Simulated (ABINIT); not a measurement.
SnO: single point with PBE

Crystal: SnO.

```
Sn O
1.0
     3.81370    0.00000    0.00000
     0.00000    3.81370    0.00000
     0.00000    0.00000    4.88691
Sn O
2 2
Direct
  0.50000 0.00000 0.76463
  0.00000 0.50000 0.23537
  0.00000 0.00000 0.00000
  0.50000 0.50000 0.00000
```

The cell is a database's computed one.

- Program: ABINIT 10.8.3 (patched build)
- Task: single point
- Functional: PBE
- Potentials or basis: JTH PAW PBE v2.0
- Cutoff: 626 eV
- k mesh: 7 × 7 × 6
- Occupations: fermi-dirac, width 0.05 eV
- Spin: no spin polarisation
- Fine-grid cutoff: 1224.51 eV
- Exchange and correlation inside the PAW spheres: full angular mesh (pawxcdev 0, this build's default; the released program takes 1)

- Pressure: 3.2 GPa
- Largest force: 0.360 eV/Å
- Band gap on the k mesh: 0.39 eV, indirect (least direct gap 2.04 eV)
- Valence electrons inside the program's atomic spheres: Sn 11.88; O 4.55, 4.58

Forces in eV/Å, atoms in the order of the input:
```
Sn   0.000  0.000 -0.360
Sn   0.000  0.000  0.360
O    0.000  0.000  0.000
O    0.000  0.000  0.000
```

Stress tensor (GPa, compression positive):
```
3.41 0.00 0.00
0.00 3.41 0.00
0.00 0.00 2.70
```

Levels at points of the mesh, in eV from the valence-band top:
```
           k point  band 16  band 17  band 18  band 19  band 20  band 21  band 22  band 23  band 24
(0.00, 0.00, 0.00)    -6.25    -3.46    -3.18    -3.18     0.00     2.04     4.26     4.74     4.74
(0.00, 0.00, 0.50)    -3.52    -3.20    -3.20    -3.20    -2.21     1.68     3.03     3.03     3.70
```

It took 91 s on 1 thread of Arm Neoverse V1 (shared host), peak memory 0.18 GiB.

Caveat: spin-orbit coupling is left out, which moves the levels of the heavy elements; an odd mesh through Γ misses points on the zone boundary, where band edges often lie.
